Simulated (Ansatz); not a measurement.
# RbCl: changes ranked by their effect on the pressure

```xyz
2
Lattice="0.0000 3.2740 3.2740 3.2740 0.0000 3.2740 3.2740 3.2740 0.0000" Properties=species:S:1:pos:R:3 pbc="T T T"
Rb    0.0000    0.0000    0.0000
Cl    3.2740    3.2740    3.2740
```

Atoms are numbered in the order listed.

The cell is COD entry 8103714, as deposited and not checked against the literature; nothing was relaxed. It differs from other determinations.

Method: DFT, PBE, all-electron LAPW, scalar-relativistic in Ansatz 0.2.0.

Settings: a Γ-centred 6×6×6 k mesh, Fermi–Dirac smearing of 0.03 eV, basis error target 0.5 meV/atom, no spin polarisation.

In this reference run the pressure is 1.2 GPa (positive in compression). Each change below is made alone, on the same k mesh, with fractional coordinates held unless an atom is moved; x, y and z are the Cartesian axes.

Task: Order the changes by the shift of the pressure, most negative first.
A. volume scaled by 1.02
B. no relativity
C. functional pbesol
D. functional lda

Result: D (-2.6 GPa), C (-1.2 GPa), A (-0.4 GPa), B (+0.1 GPa).
